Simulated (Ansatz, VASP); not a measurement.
PbF2 in VASP and in Ansatz

The input INCAR:

```
SYSTEM = PbF2
ALGO     = Normal         ! electronic algorithm
EDIFF    = 1E-6           ! SCF threshold, eV
ENCUT    = 520            ! plane-wave cutoff, eV
GGA      = PE             ! functional
ISIF     = 2              ! what is computed and relaxed
ISMEAR   = 0              ! smearing method
LASPH    = .TRUE.         ! aspherical terms in the spheres
LCHARG   = .FALSE.        ! write CHGCAR
LREAL    = .FALSE.        ! projectors in reciprocal space
LWAVE    = .FALSE.        ! write WAVECAR
NBANDS   = 21             ! bands
NELM     = 60             ! most SCF steps
PREC     = Accurate       ! precision mode
SIGMA    = 0.05           ! smearing width, eV
```

File KPOINTS:

```
k-points
0
G
  8 8 8
  0 0 0
```

File POSCAR:

```
PbF2
1.0
    0.1299309375      2.9698500000      2.9698500000
    3.0997809375      0.0000000000      3.0997809375
    2.9698500000      2.9698500000      0.1299309375
Pb F
1 2
Direct
    0.0000000000      0.0000000000      0.0000000000
    0.2500000000      0.2500000000      0.2500000000
    0.7500000000      0.7500000000      0.7500000000
```

Input for Ansatz:

```yaml
crystal:
  lattice:
    - [0.1299309375, 2.96985, 2.96985]
    - [3.0997809375, 0.0, 3.0997809375]
    - [2.96985, 2.96985, 0.1299309375]
  atoms:
    - { symbol: Pb, position: [0.0, 0.0, 0.0] }
    - { symbol: F, position: [0.25, 0.25, 0.25] }
    - { symbol: F, position: [0.75, 0.75, 0.75] }
basis:
  ecutwfc: 420
kpoints:
  mp_grid: { grid: [8, 8, 8] }
hamiltonian:
  xc: pbe
scf:
  occupations: { method: gaussian, width: 0.05 }
output:
  forces: true
  stress: true
  eigenvalues: true
  write_density: true
  write_potential: true
  elf: true
  volumetric_format: npy
```

Change from the starting cell: strain +0.0875 x Voigt [0, 0, 0, 0, 1, 0], atoms carried along.

Alike in both runs: task single point; functional PBE; k mesh 8 × 8 × 8; occupations gaussian, width 0.05 eV; no spin polarisation.

```csv
,VASP,Ansatz
version,VASP 6.6.1,Ansatz 0.2.0
potentials or method,"VASP PAW PBE potentials, release 64 (Pb_d, F)","scalar-relativistic, plane waves, PAW"
plane-wave cutoff (eV),520,420
valence electrons in the cell,28,28
```

VASP gave:

```
gap on the k mesh at the Fermi level (eV)       : 4.32
least direct gap on the mesh (eV)               : 4.51
pressure (GPa)                                  : 2.7
largest component of the traceless stress (GPa) : 2.92
rms of the force components (eV/Å)              : 0.122
```

**Question.** Which values does Ansatz return?

**Answer.** gap on the k mesh at the Fermi level (eV): 4.33; least direct gap on the mesh (eV): 4.51; pressure (GPa): 2.9; largest component of the traceless stress (GPa): 2.89; rms of the force components (eV/Å): 0.120.

Atom by atom the forces differ by 0.002 eV/Å (rms over components). With one functional, cell and mesh, what is left measures potentials, basis and numerics.

Caveats: spin-orbit coupling is left out, which as a rule narrows the gap of such compounds by several tenths of an eV. A k mesh can miss the band edges.
